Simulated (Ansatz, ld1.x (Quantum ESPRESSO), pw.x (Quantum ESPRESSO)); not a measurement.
palladium: one change to the TM potential, in the atom and in the bcc crystal

| Item | Value |
| --- | --- |
| Element | Pd |
| Generator | ld1.x (Quantum ESPRESSO) 7.5 |
| Type | norm-conserving Troullier–Martins (Kleinman–Bylander form) |
| Functional | PBE |
| Relativity | scalar-relativistic |
| Frozen core | [Kr] |
| Valence charge | 10 |
| Reference configuration | 4d10 5s0 5p0 |
| Partial waves | 5s (bound, empty): rc 2.95 bohr; 5p (bound, empty): rc 3.05 bohr; 4d (bound): rc 1.45 bohr |
| Local potential | all-electron potential smoothed inside 2.00 bohr (lloc = -2) |
| Core correction | a·sin(br)/r model core inside 0.90 bohr |

Change: all radii but the core radius scaled by about 0.74 (s 2.20, p 2.26, d 1.08 bohr); local potential all-electron potential smoothed inside 1.48 bohr (lloc = -2).

Cutoffs, loose and tight: the cutoffs (Ry, on a coarse ladder) from which the occupation-weighted sum of valence levels, in a spherical-Bessel basis at the reference potential, stays within 10 and 1 mRy of its value at 400 Ry. They do not see the model core or the augmentation charge, which bear on the density cutoff. Test errors are all-electron minus pseudo excitation energies from the reference, over the configurations 4d9 5s0 5p0; 4d8 5s0 5p0; 4d7 5s0 5p0; 4d8 5s1 5p0; 4d9.5 5s0 5p0; 4d9 5s1 5p0; 4d6 5s0 5p0; variants that change the core or the reference have their own tests.

Crystal test: bcc Pd in pw.x 7.5, no spin, 15³ k-points, Fermi–Dirac smearing 0.01 Ry, cutoffs set for each file from its atomic test. The reference is all-electron LAPW (Ansatz 0.2.0) with the same functional, mesh and smearing; V0 and B0 come from Birch–Murnaghan fits to the pressures at five volumes. Errors are pseudo minus all-electron; Δ is the rms difference of the E(V) curves that follow from these fits, minima aligned, over ±6 % about the mean V0. Mesh and smearing are coarse, so the numbers serve the comparison and aren't converged zero-temperature values; the lattice is a test structure that the element need not adopt.

All-electron: a0 = 3.140 Å (V0 = 15.49 Å³/atom), B0 = 161.1 GPa.

Problem. Does the change bring the crystal closer to the all-electron result?

Solution. The mean pressure error goes from +1.97 to -44.23 GPa, so the change moves the solid further from the all-electron pressures.

```tsv
quantity	base	changed
outcome (atom)	generated	generated
cutoff, loose (atom)	70 Ry	90 Ry
cutoff, tight (atom)	90 Ry	140 Ry
bound ghosts (atom)	none	s
largest test error (meV) (atom)	-748 over the solved tests; 1 of 7 tests not solved or not reliable	-1464 over the solved tests; 3 of 7 tests not solved or not reliable
cutoffs in pw.x (Ry)	110/440	170/680
a0 (Å)	3.153	–
a0 error (%)	+0.41	–
B0 error (%)	-4.4	–
Δ (meV/atom)	6.6	–
mean pressure error (GPa)	+1.97	-44.23
```

A dash: not determined, or the minimum lies outside the volumes sampled.

Base: The largest radius (3.05 bohr) exceeds half the bond length (2.57 bohr), so the spheres overlap, which is one possible source of error among others. Atomic configuration tests: 1 of 7 tests not solved or not reliable. The logarithmic derivative shows an extra or strongly shifted pseudo pole above the reference energy (s near 1.72 Ry). Changed file: This is a poor potential for the solid. Note: ghost state, extra bound levels that the all-electron valence spectrum of the same l lacks: s at -18.9 eV. A true bound ghost makes a file unfit for plane-wave use. Atomic configuration tests: 3 of 7 tests not solved or not reliable. The logarithmic derivative shows an extra or strongly shifted pseudo pole above the reference energy (p near 1.01 Ry). The atomic cutoffs weigh occupied waves only.
